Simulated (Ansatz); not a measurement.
## Structure relaxation of Al₂Fe

These are results of DFT PBE, scalar-relativistic, plane waves, PAW in Ansatz 0.2.0, not measurements. Cutoff 420 eV, Γ-centred k mesh, Gaussian smearing, collinear spin, first started from parallel moments.

Al₂Fe was placed on the cubic Laves (C15) structure type (Fd-3m, No. 227), with Fe in place of Mg, Al in place of Cu, at a guessed volume.

```yaml
crystal:
  lattice:
    - [0.00000, 3.45695, 3.45695]
    - [3.45695, 0.00000, 3.45695]
    - [3.45695, 3.45695, 0.00000]
  atoms:
    - { symbol: Al, position: [0.62500, 0.62500, 0.62500] }
    - { symbol: Al, position: [0.12500, 0.62500, 0.62500] }
    - { symbol: Al, position: [0.62500, 0.62500, 0.12500] }
    - { symbol: Al, position: [0.62500, 0.12500, 0.62500] }
    - { symbol: Fe, position: [0.00000, 0.00000, 0.00000] }
    - { symbol: Fe, position: [0.25000, 0.25000, 0.25000] }
```

Cell and atoms relax at zero pressure; the relaxation can't lower the symmetry of the start. After a coarse first stage the cell is made exact in the group found at 0.06 Å.

Energies over the elements count from the elements' standard structures at the same level, with no empirical corrections.

Q: Which crystal results?

A: It keeps Fd-3m (No. 227). The result has the cubic Laves (C15) structure. Conventional cell: a = 7.062 Å. Al is coordinated by 6 Al at 2.50 Å and 6 Fe at 2.93 Å; around Fe lie 12 Al at 2.93 Å and 4 Fe at 3.06 Å.

Space group Fd-3m:1 (No. 227). a = 7.062 Å, b = 7.062 Å, c = 7.062 Å, α = 90.00°, β = 90.00°, γ = 90.00°
```tsv
atom	site	symmetry	x	y	z
Al	16c	.-3m	0.1250	0.1250	0.1250
Fe	8b	-43m	0.0000	0.0000	0.5000
```

Q: What are its volume, energy, gap and moment?

A: The volume per atom is 14.67 Å³, the density is 4.14 g/cm³ and the energy over the elements is 0.29 eV/atom. The gap on the 10×10×10 mesh is 0 eV (a metal) and the net moment per atom is 0.72 μB. The largest site moment is 2.40 μB.

The final run used a 10×10×10 mesh on its 6-atom cell and 0.10 eV smearing. For metals, differences of a few meV/atom aren't resolved. Symmetry constrained the relaxation, so the result can be a saddle point. The steps took about 90 core-seconds in all.

Cost: 3 runs of about 1.4 core-minutes in all, on Arm Neoverse V2 (shared hosts).